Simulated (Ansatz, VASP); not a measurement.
# KF: VASP beside Ansatz

One calculation is typed for both programs; each brings its own data sets. How far apart do they land? Of the first pair: The structure shown is the start of the Ansatz relaxation below; VASP solves that cell, so the two are compared at the walk's first step.

Method: plane waves, with VASP 6.6.1 beside it; single point at LDA, in Ansatz 0.2.0.

## (1) The structure

The cell holds 4 atoms: 2 F and 2 K. Cell: a = 3.783 Å, b = 3.783 Å, c = 29.150 Å, α = 90.0°, β = 90.0°, γ = 90.0°. Vacuum lies along c. The height across the vacuum is the one that the program set for its solve, not the one typed.

## (2) Ansatz: relaxation, LDA

Ansatz runs on its PAW soft_1 files.

The two programs are compared at the cell with which this relaxation starts, whose forces are those of its first step.

The input, input.yaml:

```yaml
crystal:
  lattice:
    - [2.675, 2.675, 0.0]
    - [-2.675, 2.675, 0.0]
    - [0.0, 0.0, 15.675]
  atoms:
    - { symbol: F, position: [0.5, 0.5, 0.414673] }
    - { symbol: F, position: [0.0, 0.0, 0.585327] }
    - { symbol: K, position: [0.0, 0.0, 0.414673] }
    - { symbol: K, position: [0.5, 0.5, 0.585327] }
  periodic: [true, true, false]
kpoints:
  mp_grid: { grid: [6, 6, 1] }
hamiltonian:
  xc: lda
  pseudopotentials: { kind: paw, azcp: { folder: soft_1 }, xc_functional: pbe }
scf:
  occupations: { method: gaussian, width: 0.02 }
output:
  forces: true
  stress: true
  eigenvalues: true
  write_density: true
  write_potential: true
  elf: true
  volumetric_format: npy
relax:
  adjacent_minimum: "off"
  f_tol: 0.005
  max_steps: 80
  cell: { stress_2d_tol: 0.02 }
```

Command:

```console
$ ansatz run input.yaml --threads 8 --pin off --max-ram 16384MiB --backend cpu --events-out ev --progress --plain --runs-dir out
```

Numbers of over 12 decimals in the logs are rounded to 6 here.

The log of the run:

```text
Warning: crystal.periodic: the lattice vector that does not repeat stood 0.000° off the slab's normal, 15.675 Å along it as the deck builds it. The run solves the slab on a vector along the normal, 29.150 Å long, with every atom where it was (on the deck's vector they left 13.00 Å outside them, and the widest stretch free of ions among them is 2.68 Å). A fractional position that the run reports is one of the run's ce [...]
crystal.periodic: the lattice vector that does not repeat stood 0.000° off the slab's normal, 15.675 Å along it as the deck builds it. The run solves the slab on a vector along the normal, 29.150 Å long, with every atom where it was (on the deck's vector they left 13.00 Å outside them, and the widest stretch free of ions among them is 2.68 Å). A fractional position that the run reports is one of the run's cell, which [...]
Engine: ansatz 0.2.0, x86_64-unknown-linux-gnu
Pseudopotentials: kind: paw
Pseudopotential: F, paw, valence charge 7, recommended cutoff 420 eV (normal), soft_1/F.paw.azcp
Pseudopotential: K, paw, valence charge 9, recommended cutoff 420 eV (normal), soft_1/K.paw.azcp
Functional definition: SPW92
  exchange = slater_x
  correlation = pw_c
Crystal: 4 atoms, lattice volume = 417.173 Å³
Basis set: ecut = 420 eV, 8089 PW (Γ)
Bands: 20, of which v1, the nominal top of the filled ones, is band 16 counted from 1 (15 counted from 0)
Symmetry: 16 space group operations
Space group: P4/nmm (ITA 129), of the structure as read, at distance tolerance 7.5e-5 Å
k-points: 10 of 36
Non-local potential: F, projectors of the file, l = 0: 2, l = 1: 2, l = 2: 1
Non-local potential: K, projectors of the file, l = 0: 3, l = 1: 2, l = 2: 2
PAW form: soft (Blöchl's): semilocal exchange-correlation on the pseudo side does not see the compensation charge
PAW frozen core: F, regenerated for the run's functional, and the local potential with it (the file was generated under x = pbe(κ = 0.804, μ = 0.219515), c = pbe(β = 0.066725))
PAW frozen core: K, regenerated for the run's functional, and the local potential with it (the file was generated under x = pbe(κ = 0.804, μ = 0.219515), c = pbe(β = 0.066725))
PAW one-centre angular grid: F, 110 points (default); XC on 64 Gauss nodes
PAW one-centre angular grid: K, 110 points (default); XC on 64 Gauss nodes
Initial density: superposition of atomic densities (neutral atoms: chi_scale 0, normalization atom)
Initial wavefunctions: pseudopotential atomic-orbital guess
Functional: x = slater, c = lda
SCF iter   1: F=—  HF=-4588.091920 eV  |F-HF|=—  |Δ(HF+E_count)|=         —  Δρ=4.03e-2  dr2=8.65e0  ethr=3.10e-3  ⟨swp⟩=13.3  Hψ=1661  notcnv=0
preconditioner: auto → Resta (q_TF=auto, 1.778 Å⁻¹)  ε∞=1.4  [insulator: Δε(μ)=8.931 eV  Ē_g=14.572 eV  σ=0.020 eV  W_gap=1.00  n_scr=36 (ndim 8)  ℏωp=8.9 eV  f_vac=0.718  D(μ)=0.00/eV (n_scr^D=0)  ε∞_Penn≈1.4  vacuum switching on, ρ_ref=1.5e-2 e/Å³]
[...]
Crystal: 4 atoms, lattice volume = 374.207 Å³
Basis set: ecut = 420 eV, 7269 PW (Γ)
iter 1 solved again at ethr=3.25e-7 eV; its pass at ethr=3.10e-3 eV (dr2=1.04e-4 eV) is discarded
SCF iter   1: F=—  HF=-4585.135825 eV  |F-HF|=—  |Δ(HF+E_count)|=         —  Δρ=1.29e-4  dr2=6.69e-5  ethr=3.25e-7  ⟨swp⟩=3.2  Hψ=1336  notcnv=0
preconditioner: auto → Resta (q_TF=auto, 1.811 Å⁻¹)  ε∞=1.5  [insulator: Δε(μ)=5.470 eV  Ē_g=14.651 eV  σ=0.020 eV  W_gap=1.00  n_scr=36 (ndim 8)  ℏωp=10.2 eV  f_vac=0.794  D(μ)=0.00/eV (n_scr^D=0)  ε∞_Penn≈1.5  vacuum switching on, ρ_ref=1.6e-2 e/Å³]
SCF iter   2: F=—  HF=-4585.135825 eV  |F-HF|=—  |Δ(HF+E_count)|=   6.94e-7  Δρ=9.32e-5  dr2=1.81e-5  ethr=2.09e-7  ⟨swp⟩=2.1  Hψ=342  notcnv=0
SCF iter   3: F=—  HF=-4585.135781 eV  |F-HF|=—  |Δ(HF+E_count)|=   4.35e-5  Δρ=2.04e-5  dr2=2.81e-6  ethr=5.65e-8  ⟨swp⟩=2.0  Hψ=340  notcnv=0
SCF iter   4: F=—  HF=-4585.135782 eV  |F-HF|=—  |Δ(HF+E_count)|=   1.26e-6  Δρ=3.43e-6  dr2=8.70e-8  ethr=8.80e-9  ⟨swp⟩=2.4  Hψ=308  notcnv=0
iter 5 did not close the SCF: its close was put off until two iterations running show no level that it waits for move by more than its bar (scf_convergence_deferred on its scf_iter line)
SCF iter   5: F=-4585.135782 eV  HF=-4585.135782 eV  |F-HF|=2.03e-10  |Δ(HF+E_count)|=   4.20e-8  Δρ=6.58e-7  dr2=1.70e-9  ethr=8.57e-11  ⟨swp⟩=12.7  Hψ=1718  notcnv=0
SCF iter   6: F=-4585.135782 eV  HF=-4585.135782 eV  |F-HF|=4.37e-11  |Δ(HF+E_count)|=  3.22e-10  Δρ=1.30e-7  dr2=6.57e-11  ethr=5.30e-12  ⟨swp⟩=5.0  Hψ=1161  notcnv=0
SCF 7 converged in 6 iterations: F = -4585.135782 eV  dr2 = 6.57e-11
relax step   7: F+E_penalty+E_count = -4585.13578242 eV  Δ(F+E_penalty+E_count) = -6.115e-4 eV  max|allowed force component| = 7.300e-4 eV/Å  Δτ_max = 0.0009 Å  P = -0.011 N/m  Ω = 374.207 Å³  energy of the carried Pulay correction = +4.264e-4 eV  fix = [c, alpha, beta]  reactions: c +0.000 N/m  (6 SCF iters, dr2 threshold 2.74e-8 eV, accepted)
iter 1 solved again at ethr=2.28e-7 eV; its pass at ethr=3.10e-3 eV (dr2=7.30e-5 eV) is discarded
SCF iter   1: F=—  HF=-4585.135384 eV  |F-HF|=—  |Δ(HF+E_count)|=         —  Δρ=1.20e-5  dr2=7.69e-8  ethr=2.28e-7  ⟨swp⟩=4.7  Hψ=2057  notcnv=0
preconditioner: auto → Resta (q_TF=auto, 1.811 Å⁻¹)  ε∞=1.5  [insulator: Δε(μ)=5.477 eV  Ē_g=14.654 eV  σ=0.020 eV  W_gap=1.00  n_scr=36 (ndim 8)  ℏωp=10.2 eV  f_vac=0.794  D(μ)=0.00/eV (n_scr^D=0)  ε∞_Penn≈1.5  vacuum switching on, ρ_ref=1.6e-2 e/Å³]
SCF iter   2: F=—  HF=-4585.135342 eV  |F-HF|=—  |Δ(HF+E_count)|=   4.20e-5  Δρ=5.12e-6  dr2=3.14e-8  ethr=2.40e-10  ⟨swp⟩=3.7  Hψ=574  notcnv=0
SCF iter   3: F=—  HF=-4585.135342 eV  |F-HF|=—  |Δ(HF+E_count)|=   2.00e-9  Δρ=2.93e-6  dr2=5.80e-9  ethr=9.81e-11  ⟨swp⟩=2.0  Hψ=340  notcnv=0
SCF iter   4: F=—  HF=-4585.135342 eV  |F-HF|=—  |Δ(HF+E_count)|=  6.96e-10  Δρ=1.78e-7  dr2=4.31e-11  ethr=1.81e-11  ⟨swp⟩=2.1  Hψ=341  notcnv=0
SCF iter   5: F=-4585.135342 eV  HF=-4585.135342 eV  |F-HF|=6.37e-12  |Δ(HF+E_count)|=  4.55e-12  Δρ=5.30e-8  dr2=3.50e-12  ethr=1.00e-12  ⟨swp⟩=8.4  Hψ=1166  notcnv=0
SCF 8 converged in 5 iterations: F = -4585.135342 eV  dr2 = 3.50e-12
relax step   8: F+E_penalty+E_count = -4585.13534209 eV  Δ(F+E_penalty+E_count) = +4.403e-4 eV  max|allowed force component| = 7.416e-4 eV/Å  Δτ_max = 0.0000 Å  P = -0.017 N/m  Ω = 374.207 Å³  fix = [c, alpha, beta]  reactions: c +0.000 N/m  stress off target by 1.68e-2 N/m on what of the cell is left free  SCF on the basis re-selected at this cell (its energy is not comparable with the rows above)  (5 SCF iters)
basis re-selected at this cell: Δ(F+E_penalty+E_count) = +4.403e-4 eV, ΔP = -0.005 N/m vs the last step (what re-selecting the basis moved, of the pressure what is left beyond the Pulay correction that the steps carried, after the strain that the cell walked since its last selection, with what the two solves' SCF thresholds leave and, on support functions, any second-order correction that the steps lacked; it is no m [...]
WARN: The output density's exchange-correlation potential varies sharply where the density is thin. Do not read a vacuum level from v_tot or v_xc, or from such a field of the output density. On a cell that repeats whose density bears no net charge and no dipole along the vacuum's axis use v_es (v_loc + v_h of the components); under efield.dipole_correction with no amplitude use v_es + v_field, which holds any externa [...]
SCF converged after 5 iterations
Free energy (F): -4585.135342 eV
Harris-Foulkes:  -4585.135342 eV  (|F-HF|=6.37e-12)
Internal energy: -4585.135342 eV  (E = F + TS)
E sigma→0 (E₀):  -4585.135342 eV
Fermi energy:    -3.599500 eV
--- Per-component energies (eV) ---
  E_band       = -494.814123
  E_kinetic    = 905.378270
  E_local      = -43635.590873  (includes V_loc(G=0)·N_el)
  E_nonlocal   = 209.599260
  E_hartree    = 21380.549404
  E_xc         = -419.362378
  E_vxc        = -526.147435  (∫ρ·V_xc dr)
  E_paw        = -1869.334520  (= ΣΔE_a)
  E_vpaw       = -209.153599  (= ΣTr[D̂ρ^β])
  E_aug_tail   = 0.001407  (compensation charges beyond the density's cutoff)
  E_ewald      = 18842.882585
  E_core_change = 0.741504  (= ΣΔE_core)
  E_smearing   = -0.000000  (= −TS)
  E_closure    = -0.000000  (closes the sum)
  Σ components = -4585.135342   (vs F -4585.135342, Δ=0.00e0)
--- Forces (eV/Å), atoms counted from 1 ---
  atom   1  F      0.00000000    -0.00000000     0.00069994
  atom   2  F      0.00000000    -0.00000000    -0.00069994
  atom   3  K     -0.00000000    -0.00000000     0.00074160
  atom   4  K     -0.00000000    -0.00000000    -0.00074160
  max |Σ_I F_I| component: 2.85e-19 eV/Å
--- 2D stress c σ (N/m, compression-positive) ---
       -0.016767      -0.000000       0.000000
        0.000000      -0.016767       0.000000
        0.000000       0.000000       0.000000
  P = ½ c Tr σ = -0.0168 N/m
--- Band table (eV; the first three rows and the last of 10) ---
  k-point 0: bands = [... 12 lower, -6.3678, -6.3678, -6.3381, -6.3381, -0.8610 (-0.8612°), -0.4940 (-0.4958°), 0.3642, 0.4822]
  k-point 1: bands = [... 12 lower, -6.5641, -6.5265, -6.4882, -6.4672, -0.4864 (-0.4867°), -0.1835 (-0.1851°), 0.7074, 0.8041]
  k-point 2: bands = [... 12 lower, -6.7252, -6.7182, -6.7047, -6.6518, 0.5159 (0.5156°), 0.7135 (0.7124°), 1.7011, 1.7558]
  k-point 9: bands = [... 12 lower, -6.4625, -6.4625, -6.3686, -6.3686, 2.2037, 2.2037, 3.7915, 3.7915]
  ° read free of the cell's end (the report's vacuum.weakly_bound_levels)
--- Relaxed structure (6 steps of the walk, 6 accepted, 2 SCFs on fresh bases) ---
  F+E_penalty+E_count = -4585.13534209 eV   max|allowed force component| = 7.416e-4 eV/Å   (the final SCF, on the basis selected at the relaxed cell)
  cell:  # Å, volume = 374.2075 Å³
    - [2.533506, 2.533506, 0.0]
    - [-2.533506, 2.533506, 0.0]
    - [0.0, 0.0, 29.150003]
  atoms:
    - { symbol: F, position: [0.500000, 0.500000, 0.226274] }
    - { symbol: F, position: [0, 0, 0.311462] }
    - { symbol: K, position: [0, 0, 0.224212] }
    - { symbol: K, position: [0.500000, 0.500000, 0.313523] }
```

## (3) VASP: single point, LDA, start cell, pair 1

The same cell, functional (in two slightly different forms), mesh and smearing now go to VASP, with its own data sets.

Lines of VASP's logs that name or quote its potential files are left out, and so is its time.

The input, INCAR:

```
SYSTEM = KF
PREC = Accurate
ENCUT = 520
EDIFF = 1E-06
NELM = 120
ISMEAR = 0
SIGMA = 0.02
LREAL = .FALSE.
ALGO = Normal
GGA = CA
NBANDS = 22
LORBIT = 11
LWAVE = .FALSE.
LCHARG = .FALSE.
ISIF = 2
LDIPOL = .TRUE.
IDIPOL = 3
DIPOL = 0.5 0.5 0.269
LVHAR = .TRUE.
LASPH = .TRUE.
GGA_COMPAT = .FALSE.
EFERMI = MIDGAP
NELMDL = -8
KPAR = 2
```

The input, POSCAR:

```
KF
1.0
    2.6750000000      2.6750000000      0.0000000000
   -2.6750000000      2.6750000000      0.0000000000
    0.0000000000      0.0000000000     29.1500030000
F K
2 2
Direct
    0.5000000000      0.5000000000      0.2229845054
    0.0000000000      0.0000000000      0.3147512884
    0.0000000000      0.0000000000      0.2229845054
    0.5000000000      0.5000000000      0.3147512884
```

The input, KPOINTS:

```
Automatic mesh
0
Gamma
6 6 1
0 0 0
```

The projector-augmented-wave data sets are F and K_sv (LDA family, release 64).

Command:

```console
$ mpirun -np 2 vasp_std
```

The log of the run:

```text
[banner, memory and clock lines left out]
running    2 mpi-ranks, on    1 nodes
 distrk:  each k-point on    1 cores,    2 groups
 distr:  one band on    1 cores,    1 groups

 POSCAR found type information on POSCAR F K
 POSCAR found :  2 types and       4 ions
 LDA part: xc-table for (Slater(with rela. corr.)+CA(PZ))
 , standard interpolation
 POSCAR, INCAR and KPOINTS ok, starting setup
 FFT: planning ... GRIDC
 FFT: planning ... GRID_SOFT
 FFT: planning ... GRID
 WAVECAR not read
 entering main loop
       N       E                     dE             d eps       ncg     rms          rms(c)
DAV:   1     0.300921307448E+03    0.30092E+03   -0.12859E+04   536   0.107E+03
DAV:   2     0.229630276409E+02   -0.27796E+03   -0.26255E+03   690   0.308E+02
DAV:   3    -0.179619996601E+02   -0.40925E+02   -0.40685E+02   554   0.108E+02
DAV:   4    -0.207890077612E+02   -0.28270E+01   -0.28198E+01   756   0.251E+01
DAV:   5    -0.208499510952E+02   -0.60943E-01   -0.60934E-01   598   0.383E+00
DAV:   6    -0.208509618606E+02   -0.10108E-02   -0.10107E-02   628   0.540E-01
DAV:   7    -0.208510002148E+02   -0.38354E-04   -0.38354E-04   620   0.850E-02
DAV:   8    -0.208510008516E+02   -0.63678E-06   -0.63655E-06   564   0.132E-02    0.890E+00
DAV:   9    -0.180594306547E+02    0.27916E+01   -0.11308E+01   494   0.199E+01    0.481E+00
DAV:  10    -0.178802851686E+02    0.17915E+00   -0.59024E-01   612   0.454E+00    0.383E+00
DAV:  11    -0.176185450374E+02    0.26174E+00   -0.20657E-01   530   0.370E+00    0.462E-01
DAV:  12    -0.175852348309E+02    0.33310E-01   -0.32082E-02   642   0.936E-01    0.328E-01
DAV:  13    -0.175422549638E+02    0.42980E-01   -0.25005E-02   530   0.903E-01    0.177E-01
DAV:  14    -0.175365201427E+02    0.57348E-02   -0.54263E-03   572   0.370E-01    0.107E-01
[...]
DAV:  20    -0.175409022471E+02   -0.14618E-03   -0.87845E-06   470   0.160E-02    0.399E-03
DAV:  21    -0.175410989947E+02   -0.19675E-03   -0.14874E-05   436   0.133E-02    0.212E-03
DAV:  22    -0.175411619834E+02   -0.62989E-04   -0.25660E-06   422   0.661E-03    0.178E-03
DAV:  23    -0.175411912340E+02   -0.29251E-04   -0.73396E-07   354   0.463E-03    0.155E-03
DAV:  24    -0.175412010332E+02   -0.97991E-05   -0.13549E-07   352   0.264E-03    0.858E-04
DAV:  25    -0.175412044602E+02   -0.34270E-05   -0.47958E-08   328   0.142E-03    0.501E-04
DAV:  26    -0.175412059784E+02   -0.15182E-05   -0.50561E-08   346   0.136E-03    0.652E-04
DAV:  27    -0.175412063430E+02   -0.36460E-06   -0.88021E-09   346   0.924E-04
   1 F= -.17541206E+02 E0= -.17541206E+02  d E =0.000000E+00
```

Parts of OUTCAR (step 3):

```text
ion  position               nearest neighbor table
   1  0.500  0.500  0.223-   3 2.67   3 2.67   3 2.67   3 2.67   4 2.68
   2  0.000  0.000  0.315-   4 2.67   4 2.67   4 2.67   4 2.67   3 2.68
   3  0.000  0.000  0.223-   1 2.67   1 2.67   1 2.67   1 2.67   2 2.68   4 3.78   4 3.78   4 3.78
                             4 3.78
   4  0.500  0.500  0.315-   2 2.67   2 2.67   2 2.67   2 2.67   1 2.68   3 3.78   3 3.78   3 3.78
                             3 3.78

  LATTYP: Found a simple tetragonal cell.
 ALAT       =     3.7830212793
 C/A-ratio  =     7.7054821656

 Subroutine GETGRP returns: Found 16 space group operations
 (whereof  8 operations were pure point group operations)

The static configuration has the point symmetry C_4v.
 The point group associated with its full space group is D_4h.

 Found     10 irreducible k-points:

   k-points           NKPTS =     10   k-points in BZ     NKDIM =     10   number of bands    NBANDS=     22

   dimension x,y,z NGX =    28 NGY =   28 NGZ =  224
   dimension x,y,z NGXF=    56 NGYF=   56 NGZF=  448

   ENCUT  =  520.0 eV  38.22 Ry    6.18 a.u.   7.03  7.03 54.20*2*pi/ulx,y,z

   NELECT =      32.0000    total number of electrons

 k-points in reciprocal lattice and weights: Automatic mesh
   0.00000000  0.00000000  0.00000000       0.028
   0.16666667  0.00000000  0.00000000       0.111
   0.33333333  0.00000000  0.00000000       0.111
   0.50000000  0.00000000  0.00000000       0.056
   0.16666667  0.16666667  0.00000000       0.111
   0.33333333  0.16666667  0.00000000       0.222
   0.50000000  0.16666667  0.00000000       0.111
   0.33333333  0.33333333  0.00000000       0.111
   0.50000000  0.33333333  0.00000000       0.111
   0.50000000  0.50000000  0.00000000       0.028

 dipolmoment           0.000000      0.000000      0.000001 electrons x Angstroem

 average (electrostatic) potential at core
       1 -80.5456       2 -80.5456       3 -38.7791       4 -38.7791

 E-fermi :  -3.1619

 k-point     1 :       0.0000    0.0000    0.0000
  band No.  band energies     occupation
    ...
     12      -6.0264      2.00000
     13      -5.8671      2.00000
     14      -5.8671      2.00000
     15      -5.8322      2.00000
     16      -5.8322      2.00000
     17      -0.4916      0.00000
     18       0.0480      0.00000
     19       0.6423      0.00000
     20       0.9712      0.00000
     21       1.1195      0.00000
    ...

 k-point     2 :       0.1667    0.0000    0.0000
  band No.  band energies     occupation
    ...
     12      -6.1018      2.00000
     13      -5.9892      2.00000
     14      -5.9628      2.00000
     15      -5.9429      2.00000
     16      -5.9149      2.00000
     17      -0.1112      0.00000
     18       0.3330      0.00000
     19       0.9395      0.00000
     20       1.2632      0.00000
     21       1.4437      0.00000
    ...

 k-point     3 :       0.3333    0.0000    0.0000
  band No.  band energies     occupation
    ...
     12      -6.3765      2.00000
     13      -6.0912      2.00000
     14      -6.0776      2.00000
     15      -6.0686      2.00000
     16      -6.0167      2.00000
     17       0.8651      0.00000
     18       1.1436      0.00000
     19       1.8222      0.00000
     20       2.1263      0.00000
     21       2.3369      0.00000
    ...

  Total       -2.6895735     -2.6895735     -1.1855674      0.0000000     -0.0000000      0.0000000
  in kB      -10.3294648    -10.3294648     -4.5532412      0.0000000     -0.0000000      0.0000000
  external PRESSURE =      -8.4040570 kB  Pullay stress =       0.0000000 kB

  energy-cutoff  :      520.00
  volume of cell :      417.17
      direct lattice vectors                 reciprocal lattice vectors
     2.675000000  2.675000000  0.000000000     0.186915888  0.186915888  0.000000000
    -2.675000000  2.675000000  0.000000000    -0.186915888  0.186915888  0.000000000
     0.000000000  0.000000000 29.150003000     0.000000000  0.000000000  0.034305314

 POSITION                                       TOTAL-FORCE (eV/Angst)
 -----------------------------------------------------------------------------------
      0.00000      2.67500      6.50000         0.000000      0.000000      0.249360
      0.00000      0.00000      9.17500        -0.000000     -0.000000     -0.249360
      0.00000      0.00000      6.50000         0.000000      0.000000      0.160669
      0.00000      2.67500      9.17500        -0.000000     -0.000000     -0.160669
 -----------------------------------------------------------------------------------
    total drift:                               -0.000000      0.000000     -0.000051

  FREE ENERGIE OF THE ION-ELECTRON SYSTEM (eV)
  ---------------------------------------------------
  free  energy   TOTEN  =       -17.5412063430 eV

  energy  without entropy=      -17.5412063430  energy(sigma->0) =      -17.54120634

 vacuum level on the upper side and lower side of the slab         0.623         0.623

 total charge
# of ion       s       p       d       tot
------------------------------------------
    1        1.721   4.317   0.000   6.038
    2        1.721   4.317   0.000   6.038
    3        1.954   5.565   0.031   7.550
    4        1.954   5.565   0.031   7.550
--------------------------------------------------
tot          7.351  19.764   0.061  27.177

[... 3 further parts left out ...]
```

The run ends at a pressure of -0.84 GPa, with forces up to 0.25 eV/Å.

## (4) Side by side

Known differences besides the potentials themselves: the two LDA forms differ slightly; Ansatz cuts the interaction across the vacuum, VASP repeats the sheet with a dipole correction; the cutoff is 420 eV in Ansatz and 520 eV in VASP; VASP's log shows a relativistic correction to its local exchange, Ansatz's none. Total energies have different zeros and are not compared.

Forces (eV/Å; atoms numbered as in POSCAR):

```tsv
atom	Ansatz x, y, z	VASP x, y, z
F1	0.000, 0.000, 0.259	0.000, 0.000, 0.249
F2	0.000, 0.000, -0.259	0.000, 0.000, -0.249
K3	0.000, 0.000, 0.175	0.000, 0.000, 0.161
K4	0.000, 0.000, -0.175	0.000, 0.000, -0.161
```

The forces differ by 7.3 meV/Å r.m.s., which is 6.0 % of the r.m.s. force of 0.121 eV/Å (both taken over all components). With vacuum in the cell, a pressure given here is an average over mostly empty space and none of the material.

(Continued in part 2 of 2.)

[Lines on the potential files, build, host, timing and source positions are cut from VASP's logs without a mark.]

[Logs are printed without paths, hosts, clocks, repeated set-up lines and the standing remarks that a program may print on its own settings, such as how far it seeks lower states.]

[Hosts, paths, dates, database ids (printed as entryN), source tags and the programs' standing remarks are cut or masked in the printed files.]
